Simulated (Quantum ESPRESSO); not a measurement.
Runs of Quantum ESPRESSO 7.5 on SnO. The structure is tetragonal, space group P4/nmm (No. 129). The conventional cell has a = 3.814 Å, b = 3.814 Å, c = 4.887 Å, α = 90.00°, β = 90.00°, γ = 90.00°. Sn (site symmetry 4mm) is surrounded by 4 O at 2.23 Å. O (site symmetry -4m2) is surrounded by 4 Sn at 2.23 Å. The cell is a database's computed one.

```tsv
level	ASE optimiser	dispersion computed by	rVV10 parameter b	gap on the mesh (eV)	pressure (GPa)	relaxed volume (Å³/atom)
PBEsol+D3	LBFGS	-	-	0.19	0.0	16.69
PBEsol+D3(BJ)	FIRE	-	-	none	0.0	(b)
PBEsol+D4	FIRE	dftd4 4.3.1 through ASE	-	(a)	0.0	(c)
PBEsol	BFGS	-	-	0.34	0.0	17.17
PBEsol+rVV10	LBFGS	-	6.3	none	0.0	15.99
```

Alike in all rows: task relaxation of cell and atoms; potentials or basis GBRV 1.5 PBEsol; no spin polarisation; cell relaxed; k mesh 5 × 5 × 4; cutoff (eV) 925; smearing fermi-dirac 0.05 eV.

Task: Estimate the missing entries.

Result: (a) 0.12; (b) 16.30; (c) 16.48.

Caveats: spin-orbit coupling is left out, which moves the levels of the heavy elements (some runs); an odd mesh through Γ misses points on the zone boundary, where band edges often lie (some runs); pairwise dispersion overbinds metals, which lowers pressure and volume (some runs); rVV10's parameter b was fitted to another functional (some runs).

A k mesh can miss the band edges, and the runs leave out spin-orbit coupling on Sn.

A gap of «none» marks a metal or a gap under the smearing width.

Runs at the PBE level aren't shown here.
